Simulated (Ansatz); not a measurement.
**Al2GaP3 (zincblende [001] superlattice): the gap up the ladder of methods**

Aim: the gap of Al2GaP3 (zincblende [001] superlattice) at several levels of theory on one structure, with the time that each takes.

Method: density functionals, hybrids and G0W0, plane waves, PAW, in Ansatz 0.2.0.

### 1. Starting point

The cell holds 12 atoms: 2 Ga, 6 P and 4 Al. Its edges and angles: a = 3.863 Å, b = 3.863 Å, c = 16.360 Å, α = 90.0°, β = 90.0°, γ = 90.0°. It derives from GaP. Regions: GaP, 4 atoms (2 Ga and 2 P); AlP, 8 atoms (4 Al and 4 P). The structure's axis is c.

The structure was relaxed with PBEsol. The runs that relaxed it are not among those shown.

The logs state that the PAW files were generated under PBE.

### 2. PBEsol on the 6×6×2 mesh

Levels along a band path and on the mesh show where this functional puts the band edges.

This step: DFT, PBEsol, plane waves, PAW; PAW set soft_1.

input.yaml reads:

```yaml
crystal:
  lattice:
    - [3.8634230049, 0.0, 0.0]
    - [0.0, 3.863424628, 0.0]
    - [0.0, 0.0, 16.3596661895]
  atoms:
    - { symbol: Ga, position: [0.0, 0.0, 0.0422724287] }
    - { symbol: P, position: [0.5, 0.0, 0.1249818396] }
    - { symbol: Ga, position: [0.5, 0.5, 0.2076915894] }
    - { symbol: P, position: [0.0, 0.5, 0.2907303554] }
    - { symbol: Al, position: [0.0, 0.0, 0.3740642106] }
    - { symbol: P, position: [0.5, 0.0, 0.4576623302] }
    - { symbol: Al, position: [0.5, 0.5, 0.5413188719] }
    - { symbol: P, position: [0.0, 0.5, 0.6249822992] }
    - { symbol: Al, position: [0.0, 0.0, 0.7086456384] }
    - { symbol: P, position: [0.5, 0.0, 0.7923022269] }
    - { symbol: Al, position: [0.5, 0.5, 0.8759002499] }
    - { symbol: P, position: [0.0, 0.5, 0.9592339285] }
kpoints:
  mp_grid: { grid: [6, 6, 2] }
  band_path:
    path:
      - [[0.0, 0.0, 0.0], [0.0, 0.5, 0.0], [0.5, 0.5, 0.0], [0.0, 0.0, 0.0], [0.0, 0.0, 0.5], [0.0, 0.5, 0.5], [0.5, 0.5, 0.5], [0.0, 0.0, 0.5]]
      - [[0.0, 0.5, 0.0], [0.0, 0.5, 0.5]]
      - [[0.5, 0.5, 0.0], [0.5, 0.5, 0.5]]
    npoints: 10
hamiltonian:
  xc: pbesol
  pseudopotentials: { kind: paw, azcp: { folder: soft_1 }, xc_functional: pbe }
scf:
  occupations: { method: fermi_dirac, width: 0.02 }
  n_extra_bands: 8
output:
  eigenvalues: true
  forces: true
  stress: true
  write_density: true
  write_potential: true
  elf: true
  volumetric_format: npy
```

Command:

```bash
ansatz run input.yaml --threads 3 --pin off --max-ram 92160MiB --backend cuda --events-out ev --progress --plain --runs-dir out --devices 1 --max-vram 13GiB
```

Numbers of over 12 decimals in the logs are rounded to 6 here.

The log of the run:

```text
Warning: the atoms were moved onto the symmetric positions of the space group found under crystal.symmetry.tolerance 1.0e-5 (fractional; no operation is sought that the atoms, as they stand in a round, miss by more than twice it, and no atom is moved by as much as it), and the run uses the moved positions. Before a round's move an operation carried an atom to 1.06e-5 Å from where it should land, the largest such dist [...]
scf.n_extra_bands = 8 over 34 filled bands (N_el = 68.0): the run solves 42 bands
GPUs: using 1 of 1 available (devices: 1).
Engine: ansatz 0.2.0, x86_64-unknown-linux-gnu
Pseudopotentials: kind: paw
Pseudopotential: Ga, paw, valence charge 13, recommended cutoff 420 eV (normal), soft_1/Ga.paw.azcp
Pseudopotential: P, paw, valence charge 5, recommended cutoff 420 eV (normal), soft_1/P.paw.azcp
Pseudopotential: Al, paw, valence charge 3, recommended cutoff 420 eV (normal), soft_1/Al.paw.azcp
Functional definition: PBEsol
  exchange = pbesol_x
  correlation = pbesol_c
device memory: the entry about to start is reckoned to put 2.8 GiB on a device that reports 46.3 GiB free (of which the cap on the GPU budget leaves the run 13.0 GiB)
GPU FFT provider: cuFFT
GPU libraries: cuBLAS 13.8.2, cuFFT 12.4.0, cuSOLVER 12.3.4
Crystal: 12 atoms, lattice volume = 244.185 Å³
Basis set: ecut = 420 eV, 4823 PW (Γ), exchange–correlation on 54×54×240 points (8 copies of the dense FFT grid, shifted against one another)
Bands: 42, of which v1, the nominal top of the filled ones, is band 34 counted from 1 (33 counted from 0)
Symmetry: 8 space group operations
Space group: P-4m2 (ITA 115), of the structure as read, at distance tolerance 6.3e-5 Å
k-points: 20 of 72
Non-local potential: Ga, projectors of the file, l = 0: 2, l = 1: 2, l = 2: 3, l = 3: 1
Non-local potential: P, projectors of the file, l = 0: 2, l = 1: 2, l = 2: 1
Non-local potential: Al, projectors of the file, l = 0: 2, l = 1: 2, l = 2: 1
PAW form: soft (Blöchl's): semilocal exchange-correlation on the pseudo side does not see the compensation charge
PAW frozen core: Ga, regenerated for the run's functional, and the local potential with it (the file was generated under x = pbe(κ = 0.804, μ = 0.219515), c = pbe(β = 0.066725))
PAW frozen core: P, regenerated for the run's functional, and the local potential with it (the file was generated under x = pbe(κ = 0.804, μ = 0.219515), c = pbe(β = 0.066725))
PAW frozen core: Al, regenerated for the run's functional, and the local potential with it (the file was generated under x = pbe(κ = 0.804, μ = 0.219515), c = pbe(β = 0.066725))
PAW one-centre angular grid: Ga, 590 points (default); XC on 64 Gauss nodes
PAW one-centre angular grid: P, 110 points (default); XC on 64 Gauss nodes
PAW one-centre angular grid: Al, 110 points (default); XC on 64 Gauss nodes
Initial density: superposition of atomic densities (chi_scale 0.1, normalization cell, long waves kept (reshape's long-wave potential 0.14 eV rms))
Initial wavefunctions: pseudopotential atomic-orbital guess
GPU buffer pool allocated for 87480 grid points (all kernels)
GPU transforms: local potential and band sums: pruned to the plane-wave sphere, on 25×25×120
Functional: x = pbesol(κ = 0.804, μ = 0.123457), c = pbesol(β = 0.046)
SCF iter   1: F=—  HF=-14032.603990 eV  |F-HF|=—  |Δ(HF+E_count)|=         —  Δρ=4.53e-2  dr2=5.13e0  ethr=3.10e-3  ⟨swp⟩=9.8  Hψ=4372  notcnv=0
preconditioner: auto → Resta (q_TF=auto, 2.205 Å⁻¹)  ε∞=4.2  [insulator: Δε(μ)=1.962 eV  Ē_g=11.010 eV  σ=0.020 eV  W_gap=1.00  n_scr=38 (ndim 8)  ℏωp=19.6 eV  f_vac=0.000  D(μ)=0.00/eV (n_scr^D=0)  ε∞_Penn≈4.2]
SCF iter   2: F=—  HF=-14031.384017 eV  |F-HF|=—  |Δ(HF+E_count)|=    1.22e0  Δρ=2.44e-2  dr2=1.34e0  ethr=3.10e-3  ⟨swp⟩=2.2  Hψ=1460  notcnv=0  defer=40
SCF iter   3: F=—  HF=-14031.024020 eV  |F-HF|=—  |Δ(HF+E_count)|=   3.60e-1  Δρ=3.07e-3  dr2=2.86e-2  ethr=1.97e-3  ⟨swp⟩=2.8  Hψ=1303  notcnv=0  defer=40
SCF iter   4: F=—  HF=-14031.028942 eV  |F-HF|=—  |Δ(HF+E_count)|=   4.92e-3  Δρ=1.04e-3  dr2=2.80e-3  ethr=4.21e-5  ⟨swp⟩=3.3  Hψ=1734  notcnv=0  defer=40
SCF iter   5: F=—  HF=-14031.028660 eV  |F-HF|=—  |Δ(HF+E_count)|=   2.82e-4  Δρ=7.34e-4  dr2=9.59e-4  ethr=4.12e-6  ⟨swp⟩=2.1  Hψ=1603  notcnv=0  defer=40
SCF iter   6: F=—  HF=-14031.028866 eV  |F-HF|=—  |Δ(HF+E_count)|=   2.07e-4  Δρ=2.10e-4  dr2=9.74e-5  ethr=1.41e-6  ⟨swp⟩=2.3  Hψ=1349  notcnv=0  defer=40
SCF iter   7: F=—  HF=-14031.028929 eV  |F-HF|=—  |Δ(HF+E_count)|=   6.25e-5  Δρ=3.25e-5  dr2=3.62e-6  ethr=1.43e-7  ⟨swp⟩=2.0  Hψ=1481  notcnv=0  defer=40
SCF iter   8: F=—  HF=-14031.028931 eV  |F-HF|=—  |Δ(HF+E_count)|=   2.01e-6  Δρ=6.48e-6  dr2=1.75e-7  ethr=5.32e-9  ⟨swp⟩=2.0  Hψ=1482  notcnv=0  defer=40
SCF iter   9: F=-14031.028931 eV  HF=-14031.028931 eV  |F-HF|=3.27e-10  |Δ(HF+E_count)|=   2.81e-8  Δρ=1.39e-6  dr2=7.01e-9  ethr=1.47e-10  ⟨swp⟩=21.1  Hψ=7198  notcnv=0
SCF 1 converged in 9 iterations: F = -14031.028931 eV  dr2 = 7.01e-9
  Residual-converged pass: ⟨swp⟩=1.0  Hψ=920  notcnv=0  max |occ|·‖R‖ = 7.1e-9 eV (tolerance 1.0e-8 eV)  dr2=7.01e-9  dr2_onsite=2.05e-9  max |Δocc| = 2.5e-20
[...]
device memory: the entry about to start is reckoned to put 3.1 GiB on a device that reports 44.8 GiB free (of which the cap on the GPU budget leaves the run 13.0 GiB)
NSCF: frozen V_eff on 93 k-points
SCF converged after 9 iterations
Free energy (F): -14031.028931 eV
Harris-Foulkes:  -14031.028931 eV  (|F-HF|=3.27e-10)
Internal energy: -14031.028931 eV  (E = F + TS)
E sigma→0 (E₀):  -14031.028931 eV
Fermi energy:    6.350340 eV
--- Per-component energies (eV) ---
  E_band       = -126.081644
  E_kinetic    = 728.592296
  E_local      = -7052.514036  (includes V_loc(G=0)·N_el)
  E_nonlocal   = 52.956625
  E_hartree    = 3808.969732
  E_xc         = -708.925300
  E_vxc        = -596.729932  (∫ρ·V_xc dr)
  E_paw        = -8991.925899  (= ΣΔE_a)
  E_vpaw       = -876.326883  (= ΣTr[D̂ρ^β])
  E_aug_tail   = -0.000436  (compensation charges beyond the density's cutoff)
  E_ewald      = -1870.261003
  E_core_change = 2.079091  (= ΣΔE_core)
  E_smearing   = -0.000000  (= −TS)
  E_closure    = 0.000000  (closes the sum)
  Σ components = -14031.028931   (vs F -14031.028931, Δ=0.00e0)
--- Forces (eV/Å), atoms counted from 1 ---
  atom   1  Ga    -0.00000000     0.00000000    -0.00078701
  atom   2  P      0.00000000     0.00000000     0.00000000
  atom   3  Ga     0.00000000     0.00000000     0.00078701
  atom   4  P      0.00000000     0.00000000     0.00249568
  atom   5  Al     0.00000000     0.00000000     0.00019763
  atom   6  P      0.00000000     0.00000000     0.00020267
  atom   7  Al     0.00000000     0.00000000     0.00016693
  atom   8  P      0.00000000     0.00000000     0.00000000
  atom   9  Al     0.00000000     0.00000000    -0.00016693
  atom  10  P     -0.00000000     0.00000000    -0.00020267
  atom  11  Al     0.00000000     0.00000000    -0.00019763
  atom  12  P      0.00000000     0.00000000    -0.00249568
  max |Σ_I F_I| component: 9.97e-27 eV/Å
--- Stress (GPa, compression-positive) ---
        0.015897       0.000000       0.000000
        0.000000       0.015897       0.000000
        0.000000       0.000000       0.010665
  P = ⅓ Tr σ = 0.0142 GPa (0.142 kbar)
--- Band table (eV; the first three rows and the last of 20) ---
  k-point 0: bands = [... 30 lower, 4.8146, 5.6408, 5.6510, 5.6510, 7.0444, 7.4652, 7.6665, 7.8057, ... 4 higher]
  k-point 1: bands = [... 30 lower, 5.2330, 5.2330, 5.4927, 5.4927, 7.0766, 7.3563, 7.8197, 7.9147, ... 4 higher]
  k-point 2: bands = [... 30 lower, 4.9157, 4.9976, 5.1658, 5.5771, 7.5311, 8.0758, 8.1968, 8.6316, ... 4 higher]
  k-point 19: bands = [... 30 lower, 3.0640, 3.0927, 3.0972, 3.1348, 7.4266, 7.5110, 7.7438, 7.7820, ... 4 higher]
```

Elapsed: 12 s, on 1 × NVIDIA H100 80GB HBM3 (shared by 6 runs) with 3 threads of AMD EPYC 7R13 (Zen 3), shared host; peak memory 1 GiB; 12 s of CPU time.

Reading the cycles: dr2 is the Hartree energy of the density residual (eV), the measure of convergence; HF is the Harris–Foulkes estimate of the energy, which meets the free energy F at convergence.

Numbers from this step:

* pressure: 0.01415 GPa
* filled bands: 34
* gap: 1.393 eV
* valence top at: Γ
* conduction bottom at: Γ
* least direct gap: 1.393 eV

Over mesh and path the gap is 1.393 eV, direct, at k = Γ. The program's warnings for this run: structure snapped to symmetry.

### 3. PBEsol+SOC on the 6×6×2 mesh

This run has two-component orbitals with spin-orbit coupling.

This step: DFT, PBEsol with spin-orbit coupling, plane waves, PAW; PAW set soft_1.

input.yaml, as its differences from that of step 2:

```diff
@@ -22,12 +22,18 @@
     path:
-      - [[0.0, 0.0, 0.0], [0.0, 0.5, 0.0], [0.5, 0.5, 0.0], [0.0, 0.0, 0.0], [0.0, 0.0, 0.5], [0.0, 0.5, 0.5], [0.5, 0.5, 0.5], [0.0, 0.0, 0.5]]
-      - [[0.0, 0.5, 0.0], [0.0, 0.5, 0.5]]
-      - [[0.5, 0.5, 0.0], [0.5, 0.5, 0.5]]
-    npoints: 10
+      - [0.0, 0.0, 0.0]
+      - [0.0, 0.5, 0.0]
+      - [0.5, 0.5, 0.0]
+      - [0.0, 0.0, 0.5]
+      - [0.0, 0.5, 0.5]
+      - [0.5, 0.5, 0.5]
+    npoints: 1
 hamiltonian:
   xc: pbesol
-  pseudopotentials: { kind: paw, azcp: { folder: soft_1 }, xc_functional: pbe }
+  pseudopotentials: { kind: paw_fr, azcp: { folder: soft_1 }, xc_functional: pbe }
 scf:
-  occupations: { method: fermi_dirac, width: 0.02 }
-  n_extra_bands: 8
+  occupations: { method: fixed }
+  n_extra_bands: 16
+magnetization:
+  noncollinear: true
+  spin_orbit: true
 output:
@@ -36,5 +42 @@
   stress: true
-  write_density: true
-  write_potential: true
-  elf: true
-  volumetric_format: npy
```

The log of the run:

```text
[...]
GPUs: using 1 of 1 available (devices: 1).
[...]
non-collinear run that drives no moment, with spin-orbit: no starting moment large enough to seed its density (crystal.atoms[].spin), no starting occupations that ask for one, no magnetisation constraint and no magnetic field, so the semilocal B_xc is pinned to zero
[...]
GPU FFT provider: cuFFT
GPU libraries: cuBLAS 13.8.2, cuFFT 12.4.0, cuSOLVER 12.3.4
Crystal: 12 atoms, lattice volume = 244.185 Å³
Basis set: ecut = 420 eV, 4823 PW (Γ), exchange–correlation on 54×54×240 points (8 copies of the dense FFT grid, shifted against one another)
Bands: 84, of which v1, the nominal top of the filled ones, is band 68 counted from 1 (67 counted from 0)
Symmetry: 8 space group operations + 8 with time reversal
[...]
k-points: 20 of 72
[...]
atom   8  P     -0.00000000     0.00000000     0.00000000
  atom   9  Al    -0.00000000     0.00000000    -0.00017269
  atom  10  P      0.00000000     0.00000000    -0.00016888
  atom  11  Al     0.00000000     0.00000000    -0.00012661
  atom  12  P     -0.00000000     0.00000000    -0.00133433
  max |Σ_I F_I| component: 3.10e-24 eV/Å
--- Stress (GPa, compression-positive) ---
        0.010106       0.000000       0.000000
        0.000000       0.010106       0.000000
        0.000000       0.000000       0.004919
  P = ⅓ Tr σ = 0.0084 GPa (0.084 kbar)
--- Band table (eV; the first three rows and the last of 20) ---
  k-point 0: bands = [... 64 lower, 5.6677, 5.6677, 5.6739, 5.6739, 7.0442, 7.0442, 7.4652, 7.4652, ... 12 higher]
  k-point 1: bands = [... 64 lower, 5.4735, 5.4735, 5.5140, 5.5140, 7.0764, 7.0764, 7.3563, 7.3563, ... 12 higher]
  k-point 2: bands = [... 64 lower, 5.1618, 5.1687, 5.5774, 5.5789, 7.5301, 7.5318, 8.0755, 8.0756, ... 12 higher]
  k-point 19: bands = [... 64 lower, 3.1003, 3.1003, 3.1358, 3.1358, 7.4261, 7.4261, 7.5107, 7.5107, ... 12 higher]
[key lines of the parts left out:]
SCF converged after 10 iterations
Magnetization: |M| = 0.0000 μB,  M = (+0.0000, +0.0000, +0.0000) μB
Free energy (F): -14031.206182 eV
Fermi energy:    5.673946 eV
```

Wall time 12 s (1 × NVIDIA H100 80GB HBM3 (shared by 6 runs) with 3 threads); peak memory 1.1 GiB; 8.6 s of CPU time.

Numbers from this step:

```
pressure             : 0.008377 GPa
gap                  : 1.370 eV
valence top at       : Γ
conduction bottom at : Γ
least direct gap     : 1.370 eV
```

Over mesh and listed points the gap is 1.370 eV, direct, at k = Γ. PBEsol+SOC against PBEsol: 1.370 − 1.393 = −0.023 eV, with the same mesh, set of files (read in its fully relativistic form for the spin-orbit run) and cutoff, and both edges at the same k points. The spin-orbit run sees mesh and listed points alone, so its gap is an upper bound: the coupling can move an edge off these points, the more so as this crystal has no centre of inversion, and the change over the zone, its sign included where it is small, is not known. The program's warnings for this run: structure snapped to symmetry.

### 4. HSE06 on the 4×4×2 mesh

HSE06 mixes in a quarter of exact exchange at short range.

This step: DFT, HSE06, plane waves, PAW; PAW set soft_1.

input.yaml, as its differences from that of step 3:

```diff
@@ -19,3 +19,3 @@
 kpoints:
-  mp_grid: { grid: [6, 6, 2] }
+  mp_grid: { grid: [4, 4, 2] }
   band_path:
@@ -30,13 +30,12 @@
 hamiltonian:
-  xc: pbesol
-  pseudopotentials: { kind: paw_fr, azcp: { folder: soft_1 }, xc_functional: pbe }
+  xc: hse06
+  pseudopotentials: { kind: paw, azcp: { folder: soft_1 } }
 scf:
   occupations: { method: fixed }
-  n_extra_bands: 16
-magnetization:
-  noncollinear: true
-  spin_orbit: true
+  n_extra_bands: 8
 output:
   eigenvalues: true
-  forces: true
-  stress: true
+  write_density: true
+  write_potential: true
+  elf: true
+  volumetric_format: npy
```

The log of the run:

```text
[...]
GPUs: using 1 of 1 available (devices: 1).
[...]
davidson cushion auto → on  (no smearing: the cushion is to keep the highest requested band from converging to the state above it; pin scf.eigensolver.cushion to override)
[...]
GPU FFT provider: cuFFT
GPU libraries: cuBLAS 13.8.2, cuFFT 12.4.0, cuSOLVER 12.3.4
Crystal: 12 atoms, lattice volume = 244.185 Å³
Basis set: ecut = 420 eV, 4823 PW (Γ)
[...]
E sigma→0 (E₀):  -14262.834340 eV
Fermi energy:    5.264326 eV
[...]
--- Band table (eV; the first three rows and the last of 12) ---
  k-point 0: bands = [... 30 lower, 4.3656, 5.2570, 5.2570, 5.2643, 7.4727, 7.9367, 8.1345, 8.2863, ... 4 higher]
  k-point 1: bands = [... 30 lower, 4.8109, 4.8109, 5.0961, 5.0961, 7.5125, 7.7903, 8.3297, 8.4245, ... 4 higher]
  k-point 2: bands = [... 30 lower, 4.4598, 4.5962, 4.6497, 5.0506, 8.3151, 8.7832, 8.8950, 9.0339, ... 4 higher]
  k-point 11: bands = [... 30 lower, 2.4808, 2.5151, 2.5191, 2.5491, 7.8553, 7.9398, 8.1741, 8.2132, ... 4 higher]
[key lines of the parts left out:]
Free energy (F): -14262.834340 eV
```

Elapsed: 36 s, on 1 × NVIDIA H100 80GB HBM3 (shared by 6 runs) with 3 threads; peak memory 1.7 GiB.

This step gave:

- gap: 2.203 eV
- valence top at: Γ
- conduction bottom at: M
- least direct gap: 2.208 eV
- exact-exchange fraction: 0.25

Over mesh and listed points the gap is 2.203 eV, from k = Γ to k = (0.500, 0.500, 0.000). The least direct gap found is 2.208 eV, at k = Γ. HSE06 against PBEsol: 2.203 − 1.393 = +0.810 eV. The runs also differ in mesh (6×6×2 and 4×4×2), and the conduction bottom lies at another k point, so how much of this comes from the functional alone is not known. The program's warnings for this run: structure snapped to symmetry.

[end of part 1 of 2]

[Paths, hosts, dates, memory and timing lines, banners, echoed tables and standing remarks are left out of the program output.]

[Logs are printed without paths, hosts, clocks, repeated set-up lines and the standing remarks that a program may print on its own settings, such as how far it seeks lower states.]

[Runs of the session that timed out or met a known fault of the program may be left out.]

[Cells called generated may have been cut or substituted from an entry of the Crystallography Open Database or the Materials Project.]

[Hosts, paths, dates, database ids (printed as entryN), source tags and the programs' standing remarks are cut or masked in the printed files.]

[Where an RPA ε∞ is given, it is that of the G0W0 mesh and is not shown converged in it. Names of k-points follow the symmetry that the program found, which can be lower than the space group named. Band edges on a path are those of the sampled points; other points can move an edge, and change direct to indirect where valleys lie close.]

[Hybrid gaps are those of their k-mesh and are not shown converged in it.]
